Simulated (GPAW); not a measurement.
A run of GPAW 26.7.0:

run.py

```python
from ase.filters import FrechetCellFilter
from ase.io import read, write
from ase.optimize import BFGS
from ase.units import GPa
from gpaw import GPAW, PW, setup_paths

setup_paths.insert(0, '.')

atoms = read('BaTiO3.xyz')

calc = GPAW(mode=PW(800),
            xc='PBEsol',
            kpts={'size': (4, 4, 4), 'gamma': True},
            occupations={'name': 'fermi-dirac', 'width': 0.05},
            nbands=36,
            convergence={'density': 1e-05, 'forces': 0.0001},
            maxiter=150,
            txt='gpaw.txt')
atoms.calc = calc
opt = BFGS(FrechetCellFilter(atoms, scalar_pressure=2 * GPa), trajectory='relax.traj', logfile='-')
done = opt.run(fmax=0.02, steps=60)
calc.write('gs.gpw')
write('result.traj', atoms)
print('Converged:', done)
print('Cell:', atoms.cell.cellpar().round(4))
print('Volume:', round(atoms.get_volume(), 4))
print(atoms.get_scaled_positions().round(5))
```

File BaTiO3.xyz:

```xyz
5
Lattice="2.8273666084 1.6323808724 2.3183934932 -2.8273666084 1.6323808724 2.3183934932 0.0000000000 -3.2647617449 2.3183934932" Properties=species:S:1:pos:R:3 pbc="T T T"
Ba     0.0000000000      0.0000000000      0.0000000000
Ti     0.0000000000      0.0000000000      3.3697849424
O      1.3885197414     -0.8016622465      2.3988417474
O     -1.3885197414     -0.8016622465      2.3988417474
O      0.0000000000      1.6033244929      2.3988417474
```

Potentials or basis: PAW data sets generated in the run's folder for this functional, pw.

Run with:

```sh
$ gpaw-setup -f PBEsol Ba O Ti
$ OMP_NUM_THREADS=1 python run.py
```

Hardware: 1 thread of Arm Neoverse V1, with other jobs on the host.

Task: Estimate the wall time of this run.

Result: Run time: 3.4 min on 1 thread of Arm Neoverse V1 (shared host), peak memory 0.28 GiB. Counts: scf iterations 74, plane waves 3328, bands 36, k points 13, ion steps 7.
